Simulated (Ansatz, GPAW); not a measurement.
InAs: PBE in single-zeta orbitals, run from Python

These are simulated results from GPAW 26.7.0, not measurements. The cell was built from a prototype and was relaxed with r2SCAN in plane waves (Ansatz 0.2.0). Not every such cell is a known phase. All runs are without spin polarisation.

It is cubic, F-43m (No. 216); conventional cell a = 6.109 Å, 28.50 Å³ an atom. Around In lie 4 As at 2.65 Å; around As lie 4 In at 2.65 Å.

The basis is minimal: single zeta, one radial function for each shell that the log's basis lists. It describes the filled bands fairly and the empty ones poorly.

The script, run.py:

```python
import json
from ase import Atoms
from gpaw import GPAW, PW, FermiDirac

atoms = Atoms(['In', 'As'],
              cell=[[0.0, 3.05459, 3.05459], [3.05459, 0.0, 3.05459], [3.05459, 3.05459, 0.0]],
              scaled_positions=[[-0.0, 0.0, 0.0], [0.25, 0.25, 0.25]],
              pbc=True)
calc = GPAW(mode='lcao', basis='sz(dzp)', h=0.2, xc='PBE', kpts={'size': (6, 6, 6), 'gamma': True},
            occupations=FermiDirac(0.02), maxiter=100, legacy_gpaw=True, txt='gpaw.txt')
atoms.calc = calc
res = {'energy': atoms.get_potential_energy(force_consistent=True)}
res['electrons'] = calc.get_number_of_electrons()
res['k'] = calc.get_ibz_k_points().tolist()
res['levels'] = [calc.get_eigenvalues(kpt=i).tolist() for i in range(len(res['k']))]
points = [[0.0, 0.0, 0.0], [-0.5, -0.5, 0.0], [-0.375, -0.375, 0.25], [-0.375, 0.0, 0.375], [0.0, 0.0, 0.5], [-0.5, -0.25, 0.25]]
bands = calc.fixed_density(kpts=points, symmetry='off', txt='bands.txt')
res['points'] = [bands.get_eigenvalues(kpt=i).tolist() for i in range(len(points))]
json.dump(res, open('results.json', 'w'))
print('free energy (eV):', round(res['energy'], 5))
```

Command: `python run.py`. It took 4 s on 1 thread of Arm Neoverse V1, with other jobs on the host, peak memory 0.14 GiB.

The log gpaw.txt, trimmed of paths, versions and times, then the last line on the terminal. An iter line gives the energy in eV and the logarithms of the changes of orbitals (plane waves alone) and density (c: converged):

```
___ ___ ___ _ _ _
 |   |   |_  | | | |

 | | | | | . | | | |

 |__ |  _|___|_____|  26.7.0
 |___|_|

Input parameters:
  basis: sz(dzp)
  h: 0.2
  kpts: {gamma: True,
         size: (6, 6, 6)}
  maxiter: 100
  mode: lcao
  occupations: {fixmagmom: False,
                name: fermi-dirac,
                width: 0.02}
  xc: PBE

System changes: positions, numbers, cell, pbc, initial_charges, initial_magmoms

Initialize ...

species:
  In:
    name:    Indium
    Z:       49.0
    valence: 13
    core:    36
    charge:  0.0  # [|e|]
    compensation charges:
      type: gauss
      rc: 0.36  # [Å]
      lmax: 2
    cutoffs:
      filter: 2.09  # [Å]
      core: 2.48  # [Å]
    projectors
    | kind |    occ | energy [eV] | rcut [Å] |

    |------|--------|-------------|----------|

    |   5s |  2.000 |      -8.203 |    1.185 |

    |   5p |  1.000 |      -2.521 |    1.244 |

    |   4d | 10.000 |     -18.629 |    1.148 |

    |    s |        |      19.008 |    1.185 |

    |    p |        |      24.691 |    1.244 |

    |    d |        |       8.583 |    1.148 |

    LCAO basis set for In:
      Name: sz(dzp)
      Number of radial functions: 3
      Number of spherical harmonics: 9
        l=0, rc=7.7188 Bohr: 5s-sz confined orbital
        l=1, rc=10.7500 Bohr: 5p-sz confined orbital
        l=2, rc=4.4219 Bohr: 4d-sz confined orbital
      Number of RI-basis functions 0

  As:
    name:    Arsenic
    Z:       33.0
    valence: 5
    core:    28
    charge:  0.0  # [|e|]
    compensation charges:
      type: gauss
      rc: 0.33  # [Å]
      lmax: 2
    cutoffs:
      filter: 1.87  # [Å]
      core: 2.96  # [Å]
    projectors
    | kind |    occ | energy [eV] | rcut [Å] |

    |------|--------|-------------|----------|

    |   4s |  2.000 |     -14.487 |    1.058 |

    |   4p |  3.000 |      -5.196 |    1.058 |

    |    s |        |      12.725 |    1.058 |

    |    p |        |      22.016 |    1.058 |

    |    d |        |       0.000 |    1.058 |

    LCAO basis set for As:
      Name: sz(dzp)
      Number of radial functions: 2
      Number of spherical harmonics: 4
        l=0, rc=6.1250 Bohr: 4s-sz confined orbital
        l=1, rc=7.9531 Bohr: 4p-sz confined orbital
      Number of RI-basis functions 0

Reference energy: -221478.393260  # eV

Spin-paired calculation

Convergence criteria:
 Maximum [total energy] change in last 3 cyles: 0.0005 eV / valence electron
 Maximum integral of absolute [dens]ity change: 0.0001 electrons / valence electron
 Maximum integral of absolute [eigenst]ate change: 4e-08 eV^2 / valence electron
 Maximum number of scf [iter]ations: 100
 (Square brackets indicate name in SCF output, whereas a 'c' in
 the SCF output indicates the quantity has converged.)

Symmetries present (total): 24

  ( 1  0  0)  ( 1  0  0)  ( 1  0 -1)  ( 1  0 -1)  ( 1 -1  0)  ( 1 -1  0)
  ( 0  1  0)  ( 0  0  1)  ( 0  1 -1)  ( 0  0 -1)  ( 0 -1  1)  ( 0 -1  0)
  ( 0  0  1)  ( 0  1  0)  ( 0  0 -1)  ( 0  1 -1)  ( 0 -1  0)  ( 0 -1  1)

  ( 0  1  0)  ( 0  1  0)  ( 0  1 -1)  ( 0  1 -1)  ( 0  0  1)  ( 0  0  1)
  ( 1  0  0)  ( 0  0  1)  ( 1  0 -1)  ( 0  0 -1)  ( 1  0  0)  ( 0  1  0)
  ( 0  0  1)  ( 1  0  0)  ( 0  0 -1)  ( 1  0 -1)  ( 0  1  0)  ( 1  0  0)

  ( 0  0 -1)  ( 0  0 -1)  ( 0 -1  1)  ( 0 -1  1)  ( 0 -1  0)  ( 0 -1  0)
  ( 1  0 -1)  ( 0  1 -1)  ( 1 -1  0)  ( 0 -1  0)  ( 1 -1  0)  ( 0 -1  1)
  ( 0  1 -1)  ( 1  0 -1)  ( 0 -1  0)  ( 1 -1  0)  ( 0 -1  1)  ( 1 -1  0)

  (-1  1  0)  (-1  1  0)  (-1  0  1)  (-1  0  1)  (-1  0  0)  (-1  0  0)
  (-1  0  1)  (-1  0  0)  (-1  1  0)  (-1  0  0)  (-1  1  0)  (-1  0  1)
  (-1  0  0)  (-1  0  1)  (-1  0  0)  (-1  1  0)  (-1  0  1)  (-1  1  0)

216 k-points: 6 x 6 x 6 Monkhorst-Pack grid + [1/12,1/12,1/12]
16 k-points in the irreducible part of the Brillouin zone
       k-points in crystal coordinates                weights
   0:     0.00000000    0.00000000    0.00000000          1/216
   1:     0.16666667    0.16666667    0.00000000          6/216
   2:     0.16666667    0.16666667    0.16666667          8/216
   3:     0.33333333    0.16666667    0.16666667         12/216
   4:     0.33333333    0.33333333   -0.33333333         12/216
   5:     0.33333333    0.33333333    0.00000000          6/216
   6:     0.33333333    0.33333333    0.16666667         24/216
   7:     0.33333333    0.33333333    0.33333333          8/216
   8:     0.50000000    0.33333333   -0.33333333         24/216
   9:     0.50000000    0.33333333   -0.16666667         12/216
          ...
  15:     0.50000000    0.50000000    0.50000000          4/216

Wave functions: LCAO
  Diagonalizer: Serial LAPACK
  Atomic Correction: dense with blas
  Data-type: complex

Occupation numbers: Fermi-Dirac:
  width: 0.0200  # eV

Eigensolver
   LCAO using direct dense diagonalizer

Densities:
  Coarse grid: 16*16*16 grid
  Fine grid: 32*32*32 grid
  Total Charge: 0.000000

Density mixing:
  Method: separate
  Backend: msr1
  Linear mixing parameter: 0.05
  old densities: 10
  Width of damping distribution: 1.1
  Damping of long wavelength oscillations: 20

Hamiltonian:
  XC and Coulomb potentials evaluated on a 32*32*32 grid
  Using the PBE Exchange-Correlation functional
  Interpolation: tri-quintic (5. degree polynomial)
  Poisson solver: FastPoissonSolver using
    Stencil: 12*3+1=37 point O(h^6) finite-difference Laplacian
    FFT axes: [np.int64(0), np.int64(1), np.int64(2)]
    FST axes: []

XC parameters: PBE with 2 nearest neighbor stencil

Memory estimate:
  Process memory now: 111.77 MiB
  Calculator: 8.76 MiB
    Density: 5.64 MiB
      Arrays: 0.81 MiB
      Localized functions: 4.21 MiB
      Mixer: 0.62 MiB
    Hamiltonian: 0.82 MiB
      Arrays: 0.53 MiB
      XC: 0.00 MiB
      Poisson: 0.00 MiB
      vbar: 0.29 MiB
    Wavefunctions: 2.29 MiB
      C [qnM]: 0.04 MiB
      S, T [2 x qmm]: 0.08 MiB
      P [aqMi]: 0.01 MiB
      BasisFunctions: 2.16 MiB
      Eigensolver: 0.00 MiB

Total number of cores used: 1

Number of atoms: 2
Number of atomic orbitals: 13
Number of bands in calculation: 13
Number of valence electrons: 18
Bands to converge: occupied
Positions:
   0 In     0.000000    0.000000    0.000000    ( 0.0000,  0.0000,  0.0000)
   1 As     1.527295    1.527295    1.527295    ( 0.0000,  0.0000,  0.0000)

Unit cell:
           periodic     x           y           z      points  spacing
  1. axis:    yes    0.000000    3.054590    3.054590    16     0.2204
  2. axis:    yes    3.054590    0.000000    3.054590    16     0.2204
  3. axis:    yes    3.054590    3.054590    0.000000    16     0.2204

  Lengths:   4.319843   4.319843   4.319843
  Angles:   60.000000  60.000000  60.000000

Effective grid spacing dv^(1/3) = 0.2405

iter:   1    -6.507308        c
iter:   2    -6.495537        c -1.26
iter:   3    -6.437245        c -1.29
iter:   4    -6.435653        c -2.16
iter:   5    -6.435508c       c -2.80
iter:   6    -6.435506c       c -3.77
iter:   7    -6.435506c       c -4.16c

Converged after 7 iterations.

Energy contributions relative to reference atoms: (reference = -221478.393260)

Kinetic:        +47.462118
Potential:      -43.051546
External:        +0.000000
XC:             -11.121752
Entropy (-ST):   -0.000354
Local:           +0.275852
SIC:             +0.000000
--------------------------
Free energy:     -6.435682
Extrapolated:    -6.435506

Showing only first 2 kpts
 Kpt  Band  Eigenvalues  Occupancy
  0     7      4.46631    1.33667
  0     8      4.46631    1.33667
  0     9      4.46676    1.32667
  0    10      8.90169    0.00000

  1     7      3.67021    2.00000
  1     8      3.67023    2.00000
  1     9      6.67015    0.00000
  1    10      7.90200    0.00000

Fermi level: 4.48032

No gap
No difference between direct/indirect transitions

free energy (eV): -6.43568
```

The gap in the log is over the mesh alone; results.json adds the listed points. PBE in single-zeta orbitals gives no gap at the points read. On the same cell, plane-wave PBE (Ansatz, 8×8×8 k points and the special points) gives no gap at the points read and r2SCAN a gap of 0.08 eV; on shared hosts these took about 3.9 and 10 core-seconds on the 2-atom cell, against 4 for the script. Semilocal gaps usually lie below measured ones.

Spin-orbit coupling is left out, which matters wherever the heavy atoms make up the band edges.
